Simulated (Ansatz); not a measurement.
# Ionic part of the dielectric constant of MgO at 30 GPa, mode by mode

All numbers below come from DFT PBE, scalar-relativistic, plane waves, PAW (Ansatz 0.2.0). Plane waves to 420 eV; Γ-centred k mesh 10×10×10; fixed occupations. No spin polarisation. Phonons by linear response, acoustic sum rule imposed.

It takes space group Fm-3m (No. 225, cubic). Conventional cell: a = 4.049 Å, b = 4.049 Å, c = 4.049 Å, α = 90.00°, β = 90.00°, γ = 90.00°. Mg (site symmetry m-3m) has 6 O at 2.02 Å as nearest neighbours. O (site symmetry m-3m) has 6 Mg at 2.02 Å as nearest neighbours.

The primitive cell has V = 16.59 Å³ and ε∞,yy = 3.087. Each polar mode adds Δε = (4.92064×10⁷/V)·S/ν² along y, with S its oscillator strength in e²/amu, ν in cm⁻¹ and V in Å³.

Question: From these modes, find each Δε and ε0,yy.
```
ν (cm⁻¹) S_yy (e²/amu)
   505.6         0.3886
```

Answer:
| ν (cm⁻¹) | Δε |
| --- | --- |
| 505.6 | 4.51 |

The sum is 4.509, so ε0,yy = 7.60; the run's tensor has 7.60.

Question: Where do the longitudinal modes lie for a wave vector along y?

Answer: At 793 cm⁻¹. The Lyddane–Sachs–Teller product Π(ν_LO/ν_TO)² = 2.46 matches ε0/ε∞ = 2.46.

Cost: 1 run of about 0.24 core-minutes, on Intel Xeon Processor @ 2.70GHz (shared hosts).

The lattice contributes more to the static dielectric constant of compressed MgO than the electrons do: the single polar mode adds 4.51, against a total ε∞ of 3.087. In rocksalt this mode is the triply degenerate motion of the Mg sublattice against the O sublattice, so the yy component stands for the whole isotropic tensor. Its strength reflects the large dynamical charges of a strongly ionic oxide, while the wide gap keeps the electronic polarisability modest. That weak electronic screening also leaves a strong macroscopic field in the longitudinal vibration, lifting it from 505.6 to 793 cm⁻¹.

Because Δε varies as the inverse square of the transverse frequency, the ionic part is the more sensitive to compression. Shorter Mg–O contacts steepen the short-range repulsion and stiffen the mode, which should put ε0 below its ambient-pressure value, though a single pressure cannot show the size of that drop. The Lyddane–Sachs–Teller agreement confirms internal consistency, not accuracy against experiment, since both sides rest on the same force constants, effective charges and ε∞.
